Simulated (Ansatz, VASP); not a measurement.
**K in VASP and in Ansatz**

```xyz
1
Lattice="-2.7331 2.7331 2.7331 2.7331 -2.7331 2.7331 2.7331 2.7331 -2.7331" Properties=species:S:1:pos:R:3 pbc="T T T"
K     0.0000    0.0000    0.0000
```

Change from the starting cell: volume scaled by 1.04.

Alike in both runs: task single point; functional LDA; k mesh 7 × 7 × 7; occupations fermi-dirac, width 0.05 eV; no spin polarisation.

|  | VASP | Ansatz |
| --- | --- | --- |
| version | VASP 6.6.1 | Ansatz 0.2.0 |
| potentials or method | VASP PAW LDA potentials, release 64 (K_sv), cutoff 520 eV | all-electron LAPW, scalar-relativistic |

```tsv
	VASP	Ansatz	Ansatz less VASP
gap on the k mesh at the Fermi level (eV)	none	none	-
pressure (GPa)	-0.7	-0.7	+0.01
```

A gap of «none» marks a metal or a gap that the smearing closes. Ansatz ran all-electron here, so the differences hold the error of VASP's frozen core and of both bases.
